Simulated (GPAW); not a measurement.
Runs of GPAW 26.7.0 on FePt (Tetraferroplatinum). It takes space group P4/mmm (No. 123, tetragonal). The conventional cell has a = 2.724 Å, b = 2.724 Å, c = 3.720 Å, α = 90.00°, β = 90.00°, γ = 90.00°. Pt (site symmetry 4/mmm) has 8 Fe at 2.68 Å and 4 Pt at 2.72 Å as nearest neighbours. Fe (site symmetry 4/mmm) is surrounded by 8 Pt at 2.68 Å and 4 Fe at 2.72 Å. 

| level | U | gap on the mesh (eV) | pressure (GPa) | moment (μB) |
| --- | --- | --- | --- | --- |
| PBE | - | none | 4.3 | 3.28 |
| PBE+U | Fe d U = 8 eV | none | 23.2 | 4.16 |
| PBE+U | Fe d U = 4 eV | none | 15.9 | 3.62 |
| PBE+U | Fe d U = 3 eV | none | 13.1 | 3.65 |
| PBE+U | Fe d U = 2 eV | none | 10.1 | 3.56 |
| PBE+U | Fe d U = 5 eV | none | 23.1 | 3.65 |
| PBE+U | Fe d U = 6 eV | none | 19.8 | (a) |
| PBE+U | Fe d U = 1 eV | none | 7.1 | (b) |

Alike in all rows: task density of states; potentials or basis GPAW PAW data sets (gpaw-data 1.2.1), pw; spin collinear, ferromagnetic start; cell as given; k mesh 7 × 7 × 5; cutoff (eV) 600; smearing fermi-dirac 0.05 eV.

Estimate the missing entries.

(a) 4.08; (b) 3.43.

Caveats: the U is typed as a test and isn't derived for this compound (some runs).

A k mesh can miss the band edges, and the runs leave out spin-orbit coupling on Pt.

A gap of «none» marks a metal or a gap under the smearing width.
